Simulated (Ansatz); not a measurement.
# AlNi3 (Pm-3m) in Ansatz: further runs

One crystal, AlNi3, is run at these levels: revPBE, BLYP; tasks: band structure.

Program: Ansatz 0.2.0. These are calculated values, not measurements. Logs are shortened: lines on timing, memory, paths and dates and some standing lists are left out, and cuts for length are marked.

### Step 1. Starting point

The structure is cubic, space group Pm-3m (No. 221). Conventional cell: a = 3.523 Å, b = 3.523 Å, c = 3.523 Å, α = 90.00°, β = 90.00°, γ = 90.00°. Ni (site symmetry 4/mmm) has 8 Ni at 2.49 Å and 4 Al at 2.49 Å as nearest neighbours. Al (site symmetry m-3m) is surrounded by 12 Ni at 2.49 Å.

The cell is a database's computed one.

### Step 2. Band structure, revPBE, collinear spin, ferromagnetic start

File input.yaml:

```yaml
crystal:
  lattice:
    - [3.5230547267, 0.0, 0.0]
    - [0.0, 3.5230547267, 0.0]
    - [0.0, 0.0, 3.5230547267]
  atoms:
    - { symbol: Ni, position: [0.5, 0.5, 0.0], spin: 1.0 }
    - { symbol: Ni, position: [0.5, 0.0, 0.5], spin: 1.0 }
    - { symbol: Ni, position: [0.0, 0.5, 0.5], spin: 1.0 }
    - { symbol: Al, position: [0.0, 0.0, 0.0] }
hamiltonian:
  xc: revpbe
  pseudopotentials: { kind: paw }
magnetization:
  spin_polarized: true
kpoints:
  mp_grid: { grid: [8, 8, 8] }
  band_path:
    path:
      - [[0.0, 0.0, 0.0], [0.0, 0.5, 0.0], [0.5, 0.5, 0.0], [0.0, 0.0, 0.0], [0.5, 0.5, 0.5], [0.0, 0.5, 0.0]]
      - [[0.5, 0.5, 0.0], [0.5, 0.5, 0.5]]
    npoints: 14
scf:
  occupations: { method: fermi_dirac, width: 0.05 }
  n_extra_bands: 10
output:
  forces: true
  stress: true
  eigenvalues: true
  fatbands: true
```

Potentials or basis: Ansatz PAW.

On the command line:

```console
ansatz run input.yaml --threads 2 --pin off --max-ram 5632MiB --backend cpu --events-out ev --progress --plain --runs-dir out
```

Output:

```text
Warning: RAYON_NUM_THREADS=2 ignored (pool sized by the plan → 2); use --threads N
scf.n_extra_bands = 10 over 29 filled bands (N_el = 57.0): the run solves 39 bands
Engine: ansatz 0.2.0, x86_64-unknown-linux-gnu
Pseudopotentials: kind: paw
Pseudopotential: Ni, paw, valence charge 18, recommended cutoff 420 eV (normal), Ni.paw.azcp
Pseudopotential: Al, paw, valence charge 3, recommended cutoff 420 eV (normal), Al.paw.azcp
Functional definition: revPBE
  parameter kappa = 1.245
  parameter beta = 0.06672455060314922
  exchange = pbe_x(kappa = kappa, mu = beta*pi^2/3)
  correlation = pbe_c(beta = beta)
Crystal: 4 atoms, lattice volume = 43.728 Å³
Basis set: ecut = 420 eV, 847 PW (Γ), exchange–correlation on 48×48×48 points (8 copies of the dense FFT grid, shifted against one another)
Bands: 39, of which v1, the nominal top of the filled ones, is band 29 counted from 1 (28 counted from 0)
Symmetry: 48 space group operations
Space group: Pm-3m (ITA 221), of the structure as read, at distance tolerance 3.5e-5 Å
Magnetic group: BNS 221.92 (UNI 1594), of the structure as read, at distance tolerance 3.5e-5 Å
k-points: 35 of 512
Non-local potential: Ni, projectors of the file, l = 0: 3, l = 1: 2, l = 2: 3, l = 3: 1
Non-local potential: Al, projectors of the file, l = 0: 2, l = 1: 2, l = 2: 1
PAW form: soft (Blöchl's): semilocal exchange-correlation on the pseudo side does not see the compensation charge
PAW frozen core: Ni, regenerated for the run's functional, and the local potential with it (the file was generated under x = pbe(κ = 0.804, μ = 0.2195149727645171), c = pbe(β = 0.06672455060314922))
PAW frozen core: Al, regenerated for the run's functional, and the local potential with it (the file was generated under x = pbe(κ = 0.804, μ = 0.2195149727645171), c = pbe(β = 0.06672455060314922))
PAW one-centre angular grid: Ni, 590 points (default); XC on 64 Gauss nodes
PAW one-centre angular grid: Al, 110 points (default); XC on 64 Gauss nodes
Initial density: superposition of atomic densities (chi_scale 0.1, normalization cell)
Starting moments: Σ|m| = 3 μB on 3 of 4 sites
Initial wavefunctions: pseudopotential atomic-orbital guess
Functional: x = revpbe(κ = 1.245, μ = 0.2195149727645171), c = pbe(β = 0.06672455060314922)
SCF iter   1: F=—  HF=-18068.493443 eV  |F-HF|=—  |Δ(HF+E_count)|=         —  Δρ=1.11e-1 (↑1.11e-1 ↓4.25e-2)  dr2=2.29e0  dr2_m=1.91e0  M=1.031 μB ∫|m|=1.280 μB  β_m=0.30  ethr=3.10e-3  ⟨swp⟩=5.9  Hψ=10541  notcnv=0  defer=9
Mixer restart at iter 1: flushing history
preconditioner: auto → Kerker (q_TF=auto, 2.852 Å⁻¹)  [metal: Δε(μ)=0.008 eV  Ē_g=10.108 eV  σ=0.050 eV  W_gap=0.04  n_scr=18 (ndim 8)  ℏωp=32.3 eV  f_vac=0.000  D(μ)=3.01/eV (n_scr^D=26)]
spin=Collinear: Kerker preconditioning applied to the charge; magnetization (m = ρ↑ − ρ↓) channel mixes plain (no charge-response kernel on spin).
[... 11 lines left out ...]
SCF iter  13: F=-18071.119306 eV  HF=-18071.119306 eV  |F-HF|=2.89e-9  |Δ(HF+E_count)|=   2.48e-9  Δρ=2.14e-6 (↑1.30e-6 ↓2.14e-6)  dr2=3.56e-9  dr2_m=7.57e-11  M=0.719 μB ∫|m|=0.909 μB  ethr=3.84e-11  ⟨swp⟩=7.5  Hψ=11926  notcnv=0
SCF 1 converged in 13 iterations: F = -18071.119306 eV  dr2 = 3.56e-9
NSCF: frozen V_eff on 86 k-points
SCF converged after 13 iterations
Magnetization: 0.7187 μB (28.8594 up, 28.1406 down)
Absolute magnetization: 0.9093 μB (∫|ρ↑−ρ↓|, with the PAW one-centre terms)
Spin contamination: 0.0146 ħ² per cell (⟨S²⟩ above its minimum at these occupations)
Per-site moments (μB) at R_I (Å): [(0.2674982825882724, 1.0276100536931165), (0.2674982825882721, 1.0276100536931165), (0.267498282588272, 1.0276100536931165), (-0.016777344902682303, 1.0276100536931165)]
Free energy (F): -18071.119306 eV
Harris-Foulkes:  -18071.119306 eV  (|F-HF|=2.89e-9)
Internal energy: -18071.091318 eV  (E = F + TS)
E sigma→0 (E₀):  -18071.105312 eV
Entropy (-TS):   -0.027987 eV (-6.997 meV/atom)
Fermi energy:    16.572661 eV
--- Per-component energies (eV) ---
  E_band       = -897.223097
  E_kinetic    = 878.630060
  E_local      = -11867.885276  (includes V_loc(G=0)·N_el)
  E_nonlocal   = 1916.071053
  E_hartree    = 5059.610343
  E_xc         = -297.820513
  E_vxc        = -361.504064  (∫ρ·V_xc dr)
  E_paw        = -5371.410407  (= ΣΔE_a)
  E_vpaw       = -1581.765853  (= ΣTr[D̂ρ^β])
  E_aug_tail   = 0.001771  (compensation charges beyond the density's cutoff)
  E_ewald      = -8388.179542
  E_core_change = -0.108807  (= ΣΔE_core)
  E_smearing   = -0.027987  (= −TS)
  E_closure    = 0.000000  (closes the sum)
  Σ components = -18071.119306   (vs F -18071.119306, Δ=0.00e0)
--- Forces (eV/Å), atoms counted from 1 ---
  atom   1  Ni     0.00000000     0.00000000     0.00000000
  atom   2  Ni     0.00000000    -0.00000000    -0.00000000
  atom   3  Ni     0.00000000     0.00000000     0.00000000
  atom   4  Al    -0.00000000     0.00000000    -0.00000000
  max |Σ_I F_I| component: 3.22e-28 eV/Å
--- Stress (GPa, compression-positive) ---
       10.979705       0.000000       0.000000
        0.000000      10.979705       0.000000
        0.000000       0.000000      10.979705
  P = ⅓ Tr σ = 10.9797 GPa (109.797 kbar)
--- Band table (eV; the first three rows and the last of 70) ---
  k-point 0 ↑: bands = ["-86.7269", "-86.6939", "-86.6939", "-47.1235", "-47.1235", "-47.1235", "-47.0410", "-47.0410", "-47.0410", "-46.9746", "-46.9746", "-46.9746", "6.3456", "12.0449", "12.7394", "12.7394", "13.1110", "13.1110", "13.1110", "15.1321", "15.1321", "15.1321", "15.9887", "15.9887", "16.3063", "16.4957", "16.4957", "16.4957", "17.3977", "17.3977", "17.3977", "23.2488", "23.2488", "24.1601", "29.0462", "29.0462", "29.0462", "30.7812", "30.7812"]
  k-point 1 ↑: bands = ["-86.7258", "-86.6950", "-86.6939", "-47.1203", "-47.1203", "-47.1183", "-47.0418", "-47.0418", "-47.0412", "-46.9804", "-46.9770", "-46.9770", "6.5408", "12.0985", "12.6248", "12.8634", "13.1443", "13.1443", "13.1570", "15.0225", "15.0225", "15.0815", "15.8672", "15.9906", "16.1046", "16.1046", "16.2339", "16.4959", "16.6997", "18.0403", "18.0403", "23.2284", "23.7030", "24.9012", "28.0539", "28.0539", "28.5078", "30.0041", "30.1482"]
  k-point 2 ↑: bands = ["-86.7227", "-86.6981", "-86.6938", "-47.1118", "-47.1118", "-47.1035", "-47.0446", "-47.0446", "-47.0417", "-46.9964", "-46.9827", "-46.9827", "7.1157", "11.8195", "12.5392", "13.2021", "13.2349", "13.2349", "13.2798", "14.7583", "14.7583", "14.9476", "15.3590", "15.6711", "15.6711", "15.8787", "15.9465", "16.0698", "16.4964", "19.1973", "19.1973", "23.1706", "23.9911", "26.0013", "26.0013", "26.6794", "27.9803", "28.6509", "30.8234"]
  k-point 34 ↓: bands = ["-86.3654", "-86.3654", "-86.3654", "-46.8118", "-46.8118", "-46.8118", "-46.7782", "-46.6844", "-46.6844", "-46.6844", "-46.5894", "-46.5894", "10.8013", "12.6461", "12.6461", "12.6461", "14.3723", "14.3723", "14.3723", "14.7058", "14.7058", "14.7058", "15.3656", "15.3656", "15.3656", "15.6523", "15.6523", "16.2387", "16.7049", "16.7049", "16.7049", "20.2791", "20.9167", "20.9167", "20.9167", "34.8655", "34.8655", "36.8002", "36.8002"]
```

bands.tsv:

```text
[... 103 lines left out ...]
```

Run time: 3.1 s. Hardware: 2 threads of AMD EPYC 9R45 (Zen 5), shared host; peak memory 0.49 GiB.

What came out:

| Item | Value |
| --- | --- |
| Free energy | -18071.1193 eV |
| Pressure | 11.0 GPa |
| Band gap on the k mesh | none (metal or under the smearing width) |
| Net moment | 0.72 μB per cell |
| Absolute moment | 0.91 μB per cell |
| Site moments | Ni +0.27; Al -0.02 μB |

Levels at the corners of the path, in eV from the Fermi level:
Spin up:
```csv
point,band 27,band 28,band 29,band 30,band 31,band 32
Γ,-0.08,-0.08,0.83,0.83,0.83,6.68
X,-1.09,-0.52,-0.08,5.63,5.63,5.64
M,-1.02,-1.00,-0.61,0.87,0.87,8.26
Γ,-0.08,-0.08,0.83,0.83,0.83,6.68
R,-1.11,-0.31,-0.26,-0.26,-0.26,3.61
X,-1.09,-0.52,-0.08,5.63,5.63,5.64
M,-1.02,-1.00,-0.61,0.87,0.87,8.26
R,-1.11,-0.31,-0.26,-0.26,-0.26,3.61
```
Spin down:
| point | band 24 | band 25 | band 26 | band 27 | band 28 | band 29 | band 30 | band 31 | band 32 | band 33 |
| --- | --- | --- | --- | --- | --- | --- | --- | --- | --- | --- |
| Γ | -0.41 | 0.03 | 0.38 | 0.38 | 0.38 | 0.78 | 0.78 | 0.78 | 6.77 | 6.77 |
| X | -1.08 | -0.95 | -0.95 | -0.85 | -0.33 | 0.38 | 5.68 | 5.68 | 5.69 | 5.69 |
| M | -1.18 | -1.18 | -1.14 | -0.81 | -0.60 | -0.47 | 1.17 | 1.17 | 8.30 | 8.30 |
| Γ | -0.41 | 0.03 | 0.38 | 0.38 | 0.38 | 0.78 | 0.78 | 0.78 | 6.77 | 6.77 |
| R | -1.21 | -1.21 | -0.92 | -0.92 | -0.33 | 0.13 | 0.13 | 0.13 | 3.71 | 4.34 |
| X | -1.08 | -0.95 | -0.95 | -0.85 | -0.33 | 0.38 | 5.68 | 5.68 | 5.69 | 5.69 |
| M | -1.18 | -1.18 | -1.14 | -0.81 | -0.60 | -0.47 | 1.17 | 1.17 | 8.30 | 8.30 |
| R | -1.21 | -1.21 | -0.92 | -0.92 | -0.33 | 0.13 | 0.13 | 0.13 | 3.71 | 4.34 |

Caveat: the PAW data sets come from PBE, with cores solved anew for the run's functional, which leaves a small shift of forces and pressure.

### Step 3. Band structure, BLYP, collinear spin, ferromagnetic start

Changes to input.yaml since step 2:

```diff
@@ -11,3 +11,3 @@
 hamiltonian:
-  xc: revpbe
+  xc: blyp
   pseudopotentials: { kind: paw }
```

Potentials or basis: Ansatz PAW.

On the command line:

```console
ansatz run input.yaml --threads 2 --pin off --max-ram 5632MiB --backend cpu --events-out ev --progress --plain --runs-dir out
```

Run time: 3.5 s. Hardware: 2 threads of AMD EPYC 9R45 (Zen 5), shared host; peak memory 0.49 GiB.

Results (log left out):

```
Free energy            : -18086.9212 eV
Pressure               : 14.6 GPa
Band gap on the k mesh : none (metal or under the smearing width)
Net moment             : 0.64 μB per cell
Absolute moment        : 0.79 μB per cell
Site moments           : Ni +0.23; Al -0.01 μB
```

Levels at the corners of the path, in eV from the Fermi level:
Spin up:
```
point  band 27  band 28  band 29  band 30  band 31  band 32
    Γ    -0.04    -0.04     0.92     0.92     0.92     6.78
    X    -1.09    -0.54    -0.04     5.69     5.69     5.72
    M    -1.01    -1.00    -0.58     0.91     0.91     8.33
    Γ    -0.04    -0.04     0.92     0.92     0.92     6.78
    R    -1.12    -0.23    -0.23    -0.23    -0.05     3.55
    X    -1.09    -0.54    -0.04     5.69     5.69     5.72
    M    -1.01    -1.00    -0.58     0.91     0.91     8.33
    R    -1.12    -0.23    -0.23    -0.23    -0.05     3.55
```
Spin down:
| point | band 26 | band 27 | band 28 | band 29 | band 30 | band 31 |
| --- | --- | --- | --- | --- | --- | --- |
| Γ | 0.35 | 0.35 | 0.35 | 0.90 | 0.90 | 0.90 |
| X | -0.99 | -0.88 | -0.37 | 0.35 | 5.74 | 5.74 |
| M | -1.17 | -0.85 | -0.63 | -0.46 | 1.17 | 1.17 |
| Γ | 0.35 | 0.35 | 0.35 | 0.90 | 0.90 | 0.90 |
| R | -0.96 | -0.96 | -0.06 | 0.10 | 0.10 | 0.10 |
| X | -0.99 | -0.88 | -0.37 | 0.35 | 5.74 | 5.74 |
| M | -1.17 | -0.85 | -0.63 | -0.46 | 1.17 | 1.17 |
| R | -0.96 | -0.96 | -0.06 | 0.10 | 0.10 | 0.10 |

Caveat: the PAW data sets come from PBE, with cores solved anew for the run's functional, which leaves a small shift of forces and pressure.
